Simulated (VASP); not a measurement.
# CdSe (P6_3mc) in VASP: single point with PBEsol

Aim: the single point of CdSe with PBEsol.

Program: VASP 6.6.1. These are calculated values, not measurements. Logs are shortened: lines on timing, memory, paths and dates and some standing lists are left out, and cuts for length are marked.

**The experiment to reproduce.**

From a printed reference work, data compilation, for a bulk crystal of CdSe at 2 K: band gap 1.841 eV.

How close the calculation comes is told below.

**1. Starting point**

The structure is hexagonal, space group P6_3mc (No. 186). Conventional cell: a = 4.298 Å, b = 4.298 Å, c = 7.015 Å, α = 90.00°, β = 90.00°, γ = 120.00°. Cd (site symmetry 3m) has 4 Se at 2.63 Å as nearest neighbours. Around Se (site symmetry 3m) lie 4 Cd at 2.63 Å.

**2. Single point, PBEsol**

Contents of INCAR:

```
SYSTEM = CdSe
  PREC = Accurate
  ENCUT = 520
  EDIFF = 1E-6
  ISMEAR = 0
  SIGMA = 0.1
  LREAL = .FALSE.
  LASPH = .TRUE.
  NELM = 100
  ALGO = Normal
  ISIF = 2
  LWAVE = .FALSE.
  LCHARG = .TRUE.
  GGA = PS
  LELF = .TRUE.
  LVHAR = .TRUE.
  NBANDS = 26
```

Contents of KPOINTS:

```
Automatic mesh
0
G
  6 6 4
  0 0 0
```

Contents of POSCAR:

```
CdSe
1.0
    4.2984999142      0.0000000000      0.0000000000
   -2.1492499571      3.7226101239      0.0000000000
    0.0000000000      0.0000000000      7.0152000000
Cd Se
2 2
Direct
    0.6666666667      0.3333333333      0.0000000000
    0.3333333333      0.6666666667      0.5000000000
    0.6666666667      0.3333333333      0.3750000000
    0.3333333333      0.6666666667      0.8750000000
```

Potentials or basis: VASP PAW PBE potentials, release 64 (Cd, Se).

On the command line:

```sh
$ cat potpaw_PBE.64/Cd/POTCAR potpaw_PBE.64/Se/POTCAR > POTCAR
$ mpirun -np 1 vasp_std > vasp.out
```

OUTCAR:

```text
SYSTEM = CdSe
   PREC = Accurate
   ENCUT = 520
   EDIFF = 1E-6
   ISMEAR = 0
   LREAL = .FALSE.
   LASPH = .TRUE.
   NELM = 100
   ISIF = 2
   GGA = PS

 ion  position               nearest neighbor table
   1  0.667  0.333  0.000-   3 2.63   4 2.63   4 2.63   4 2.63
   2  0.333  0.667  0.500-   4 2.63   3 2.63   3 2.63   3 2.63
   3  0.667  0.333  0.375-   1 2.63   2 2.63   2 2.63   2 2.63
   4  0.333  0.667  0.875-   2 2.63   1 2.63   1 2.63   1 2.63

  LATTYP: Found a hexagonal cell.
 ALAT       =     4.2984999142
 C/A-ratio  =     1.6320111993

  Lattice vectors:

 A1 = (   4.2984999142,   0.0000000000,   0.0000000000)
 A2 = (  -2.1492499571,   3.7226101239,   0.0000000000)
 A3 = (   0.0000000000,   0.0000000000,   7.0152000000)

Analysis of symmetry for initial positions (statically):
=====================================================================
 Subroutine PRICEL returns:
 Original cell was already a primitive cell.

 Routine SETGRP: Setting up the symmetry group for a
 hexagonal supercell.

 Subroutine GETGRP returns: Found 12 space group operations
 (whereof  6 operations were pure point group operations)
 out of a pool of 24 trial point group operations.

The static configuration has the point symmetry C_3v.
 The point group associated with its full space group is C_6v.

Analysis of symmetry for dynamics (positions and initial velocities):
=====================================================================
 Subroutine PRICEL returns:
 Original cell was already a primitive cell.

 Routine SETGRP: Setting up the symmetry group for a
 hexagonal supercell.

 Subroutine GETGRP returns: Found 12 space group operations
 (whereof  6 operations were pure point group operations)
 out of a pool of 24 trial point group operations.

The dynamic configuration has the point symmetry C_3v.
 The point group associated with its full space group is C_6v.

 Subroutine INISYM returns: Found 12 space group operations
 (whereof  6 operations are pure point group operations),
 and found     1 'primitive' translations

----------------------------------------------------------------------------------------

                                     Primitive cell

  volume of cell :     112.2547

  direct lattice vectors                    reciprocal lattice vectors
     4.298499914  0.000000000  0.000000000     0.232639297  0.134314361  0.000000000
    -2.149249957  3.722610124  0.000000000     0.000000000  0.268628722  0.000000000
     0.000000000  0.000000000  7.015200000     0.000000000  0.000000000  0.142547611

  length of vectors
     4.298499914  4.298499914  7.015200000     0.268628722  0.268628722  0.142547611

  position of ions in fractional coordinates (direct lattice)
     0.666666667  0.333333333  0.000000000
     0.333333333  0.666666667  0.500000000
     0.666666667  0.333333333  0.375000000
     0.333333333  0.666666667  0.875000000

  ion indices of the primitive-cell ions
   primitive index   ion index
                 1           1
                 2           2
                 3           3
                 4           4

----------------------------------------------------------------------------------------

 KPOINTS: Automatic mesh

Automatic generation of k-mesh.
 Grid dimensions read from file:
 generate k-points for:    6    6    4

 Generating k-lattice:

  Cartesian coordinates                     Fractional coordinates (reciprocal lattice)
     0.038773216  0.022385727  0.000000000     0.166666667  0.000000000  0.000000000
     0.000000000  0.044771454  0.000000000     0.000000000  0.166666667  0.000000000
     0.000000000  0.000000000  0.035636903     0.000000000  0.000000000  0.250000000

  Length of vectors
     0.044771454  0.044771454  0.035636903

  Shift w.r.t. Gamma in fractional coordinates (k-lattice)
     0.000000000  0.000000000  0.000000000

 Subroutine IBZKPT returns following result:
 ===========================================

 Found     21 irreducible k-points:

 Following reciprocal coordinates:
            Coordinates               Weight
  0.000000  0.000000  0.000000      1.000000
  0.166667  0.000000  0.000000      6.000000
  0.333333  0.000000  0.000000      6.000000
  0.500000  0.000000  0.000000      3.000000
  0.166667  0.166667  0.000000      6.000000
  0.333333  0.166667  0.000000     12.000000
[... 13 lines left out ...]
  0.333333  0.166667  0.500000     12.000000
  0.333333  0.333333  0.500000      2.000000
   k-points           NKPTS =     21   k-points in BZ     NKDIM =     21   number of bands    NBANDS=     26
   number of dos      NEDOS =    301   number of ions     NIONS =      4
   total plane-waves  NPLWV =  55296
   dimension x,y,z NGX =    32 NGY =   32 NGZ =   54
   dimension x,y,z NGXF=    64 NGYF=   64 NGZF=  108
   ions per type =               2   2
   NGX,Y,Z   is equivalent  to a cutoff of  12.38, 12.38, 12.80 a.u.
   NGXF,Y,Z  is equivalent  to a cutoff of  24.75, 24.75, 25.59 a.u.
 SYSTEM =  CdSe
   PREC   = accura    normal or accurate (medium, high low for compatibility)
   ISTART =      0    job   : 0-new  1-cont  2-samecut
   ICHARG =      2    charge: 1-file 2-atom 10-const
   ISPIN  =      1    spin polarized calculation?
   LNONCOLLINEAR =      F non collinear calculations
   LSORBIT =      F    spin-orbit coupling
   LASPH  =      T    aspherical Exc in radial PAW
   ENCUT  =  520.0 eV  38.22 Ry    6.18 a.u.   7.99  7.99 13.04*2*pi/ulx,y,z
   NELM   =    100;   NELMIN=  2; NELMDL= -5     # of ELM steps
   EDIFF  = 0.1E-05   stopping-criterion for ELM
   LREAL  =      F    real-space projection
   EDIFFG = 0.1E-04   stopping-criterion for IOM
   NSW    =      0    number of steps for IOM
   IBRION =     -1    ionic relax: 0-MD 1-quasi-New 2-CG
   NFREE  =      0    steps in history (QN), initial steepest desc. (CG)
   ISIF   =      2    stress and relaxation
   ISYM   =      2    0-nonsym 1-usesym 2-fastsym
   POTIM  = 0.5000    time-step for ionic-motion
   TEBEG  =    0.0;   TEEND  =   0.0 temperature during run
   PSTRESS=    0.0 pullay stress
   NELECT =      36.0000    total number of electrons
   NUPDOWN=      -1.0000    fix difference up-down
   EMIN   =  10.00;   EMAX   =-10.00  energy-range for DOS
   EFERMI =   0.00;   METHOD = LEGACY
   ISMEAR =     0;   SIGMA  =   0.10  broadening in eV -4-tet -1-fermi 0-gaus
   EFERMI_NEDOS =   21; number of points for ismear=-14 and -15
   IALGO  =     38    algorithm
   IMIX   =      4    mixing-type and parameters
     AMIX     =   0.40;   BMIX     =  1.00
     AMIX_MAG =   1.60;   BMIX_MAG =  1.00
  volume/ion in A,a.u.               =      28.06       189.38
  Fermi-wavevector in a.u.,A,eV,Ry     =   1.120575  2.117579 17.084668  1.255688
  Thomas-Fermi vector in A             =   2.257222
   LORBIT       =      0    0 simple, 1 ext, 2 COOP (PROOUT), +10 PAW based schemes
   GGA     = PS    functional components
   LHFCALC =     F    Hartree Fock is set to
   AEXX    =    0.0000 exact exchange contribution
   IVDW    =     0    specifies the selected vdW correction
   LEPSILON=     F    determine dielectric tensor
   LRPA    =     F    only Hartree local field effects (RPA)
 non-spin polarized calculation
 Gauss-broadening in eV      SIGMA  =   0.10
  energy-cutoff  :      520.00
  volume of cell :      112.25
 maximum number of plane-waves:      3042
 NGX is ok and might be reduce to    32
   NGX = 15   NGY = 15   NGZ = 27

 number of electron      35.9999998 magnetization

 Free energy of the ion-electron system (eV)
  ---------------------------------------------------
  ext. energy  EPLUGINS =         0.00000000
  ---------------------------------------------------
  free energy    TOTEN  =       -12.34588954 eV

  energy without entropy =      -12.34588881  energy(sigma->0) =      -12.34588917

 E-fermi :   1.1162     XC(G=0):  -9.1012

 val. band max:        0.8392418875   @ k =   0.0000   0.0000   0.0000
 cond. band min:       1.3808685190   @ k =   0.0000   0.0000   0.0000
 fundamental gap:      0.5416266315
 Fermi energy:         1.1162061258

 k-point     1 :       0.0000    0.0000    0.0000
  band No.  band energies     occupation
      1     -11.8069      2.00000
      2     -11.4183      2.00000
      3      -7.0836      2.00000
      4      -7.0710      2.00000
      5      -7.0710      2.00000
      6      -7.0009      2.00000
[... 18 lines left out ...]
     25       7.7930      0.00000
     26       8.4293      0.00000

 k-point     2 :       0.1667    0.0000    0.0000
  band No.  band energies     occupation
      1     -11.7223      2.00000
      2     -11.3807      2.00000
      3      -7.0565      2.00000
      4      -7.0422      2.00000
      5      -7.0090      2.00000
      6      -6.9626      2.00000
[... 18 lines left out ...]
     25       7.9839      0.00000
     26       8.4229      0.00000

 k-point     3 :       0.3333    0.0000    0.0000
  band No.  band energies     occupation
      1     -11.5376      2.00000
      2     -11.3172      2.00000
      3      -7.0111      2.00000
      4      -6.9973      2.00000
      5      -6.8946      2.00000
      6      -6.8774      2.00000
[... 18 lines left out ...]
     25       8.5618      0.00000
     26       8.9960      0.00000

 k-point     4 :       0.5000    0.0000    0.0000
  band No.  band energies     occupation
      1     -11.4265      2.00000
      2     -11.3027      2.00000
      3      -6.9960      2.00000
      4      -6.9828      2.00000
      5      -6.8389      2.00000
      6      -6.8265      2.00000
[... 18 lines left out ...]
     25       8.6745      0.00000
     26      10.4300      0.00000
[... 409 lines left out ...]
      1     -11.4538      2.00000
      2     -11.4538      2.00000
      3      -6.9735      2.00000
      4      -6.9735      2.00000
      5      -6.9511      2.00000
      6      -6.9511      2.00000
[... 18 lines left out ...]
     25       8.2599      0.00000
     26       8.2599      0.00000

 k-point    20 :       0.3333    0.1667    0.5000
  band No.  band energies     occupation
      1     -11.3582      2.00000
      2     -11.3582      2.00000
      3      -6.9496      2.00000
      4      -6.9496      2.00000
      5      -6.9146      2.00000
      6      -6.9146      2.00000
[... 18 lines left out ...]
     25       8.7321      0.00000
     26       8.7321      0.00000

 k-point    21 :       0.3333    0.3333    0.5000
  band No.  band energies     occupation
      1     -11.3272      2.00000
      2     -11.3272      2.00000
      3      -6.9270      2.00000
      4      -6.9270      2.00000
      5      -6.9142      2.00000
      6      -6.9142      2.00000
[... 18 lines left out ...]
     25       9.5935      0.00000
     26       9.5939      0.00000

------------------------ aborting loop because EDIFF is reached ----------------------------------------

  FORCE on cell =-STRESS in cart. coord.  units (eV):
  Direction    XX          YY          ZZ          XY          YZ          ZX
  --------------------------------------------------------------------------------------
  -------------------------------------------------------------------------------------
  Total        0.2998947      0.2998947      0.3971685      0.0000000      0.0000000      0.0000000
  in kB        4.2803068      4.2803068      5.6686661      0.0000000      0.0000000      0.0000000
  external PRESSURE =       4.7430932 kB  Pullay stress =       0.0000000 kB

 VOLUME and BASIS-vectors are now :
 -----------------------------------------------------------------------------
  energy-cutoff  :      520.00
  volume of cell :      112.25
      direct lattice vectors                 reciprocal lattice vectors
     4.298499914  0.000000000  0.000000000     0.232639297  0.134314361  0.000000000
    -2.149249957  3.722610124  0.000000000     0.000000000  0.268628722  0.000000000
     0.000000000  0.000000000  7.015200000     0.000000000  0.000000000  0.142547611

 POSITION                                       TOTAL-FORCE (eV/Angst)
 -----------------------------------------------------------------------------------
      2.14925      1.24087      0.00000        -0.000000      0.000000     -0.021861
     -0.00000      2.48174      3.50760         0.000000     -0.000000     -0.021861
      2.14925      1.24087      2.63070         0.000000     -0.000000      0.021861
     -0.00000      2.48174      6.13830         0.000000      0.000000      0.021861
 -----------------------------------------------------------------------------------
    total drift:                               -0.000000     -0.000000      0.000087

  FREE ENERGIE OF THE ION-ELECTRON SYSTEM (eV)
  ---------------------------------------------------
  free  energy   TOTEN  =       -12.3458895365 eV

  energy  without entropy=      -12.3458888096  energy(sigma->0) =      -12.34588917
```

Wall time 56 s (1 thread of Intel Xeon Platinum 8259CL at 2.50GHz (Skylake/Cascade Lake), shared host); peak memory 0.25 GiB.

What came out:

| Property | Result |
| --- | --- |
| Free energy | -12.3459 eV |
| Pressure | 0.5 GPa |
| Largest force | 0.022 eV/Å |
| Band gap on the k mesh | 0.54 eV, direct |

Forces on the atoms (eV/Å):
```
Cd   0.000  0.000 -0.022
Cd   0.000  0.000 -0.022
Se   0.000  0.000  0.022
Se   0.000  0.000  0.022
```

Caveat: the PAW data sets were made with another functional, which shifts forces and pressure a little; the cell's inner coordinates are idealised or old, which leaves forces on the atoms.

**3. How close it comes**

Step 2. Against the measured gap of CdSe, 1.841 eV (2 K; a printed reference work, data compilation), the calculated 0.54 eV is off by -1.30 eV. So large a miss can be the level of theory's own, or it may mean another phase, state or a wrong row. Spin-orbit coupling on Cd, Se is left out. The value is that of PBEsol, without temperature or zero-point motion. Semilocal functionals fall short of measured gaps as a rule.
